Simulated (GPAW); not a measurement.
A run of GPAW 26.7.0 is set up as follows.

File run.py:

```python
from ase import Atoms
from ase.dft.bandgap import bandgap
from ase.io import write
from ase.parallel import parprint
from gpaw import GPAW, PW

atoms = Atoms(['Ga', 'N'],
              cell=[[0.0, 2.2535006075, 2.2535006075],
                    [2.2535006075, 0.0, 2.2535006075],
                    [2.2535006075, 2.2535006075, 0.0]],
              scaled_positions=[[0.0, 0.0, 0.0],
                                [0.25, 0.25, 0.25]],
              pbc=True)

calc = GPAW(mode=PW(600),
            xc='PBE0',
            kpts={'size': (8, 8, 8), 'gamma': True},
            occupations={'name': 'fermi-dirac', 'width': 0.05},
            nbands=9,
            convergence={'density': 1e-05, 'energy': 1e-05},
            maxiter=60,
            txt='gpaw.txt')
atoms.calc = calc
energy = atoms.get_potential_energy()
forces = atoms.get_forces()
calc.write('gs.gpw')
write('result.traj', atoms)
parprint(f'Energy: {energy:.6f} eV')
parprint('Forces (eV/A):')
parprint(forces.round(4))
parprint('Fermi level:', round(calc.get_fermi_level(), 4), 'eV')
parprint(f'Gap: {bandgap(calc)[0]:.4f} eV, direct: {bandgap(calc, direct=True)[0]:.4f} eV')
```

Potentials or basis: GPAW PAW data sets (gpaw-data 1.2.1), pw.

The run is started by

```console
$ OMP_NUM_THREADS=1 mpirun -n 8 gpaw python run.py
```

Problem. Predict the band gap on the k mesh.

Solution. 3.69 eV, direct.

Caveat: the PAW data sets were made with another functional, which shifts forces and pressure a little.

**What was measured.**

A printed reference work, textbook reports, for a bulk crystal of GaN at 0 K: band gap 3.299 eV (direct).

Measured gap of GaN: 3.299 eV (direct; 0 K; a printed reference work, textbook). This calculation gives 3.69 eV (+0.39 eV). Spin-orbit coupling on Ga is left out. The value is that of PBE0, without temperature or zero-point motion. The cell is a database's relaxed one, not the measured one, which moves gaps too.
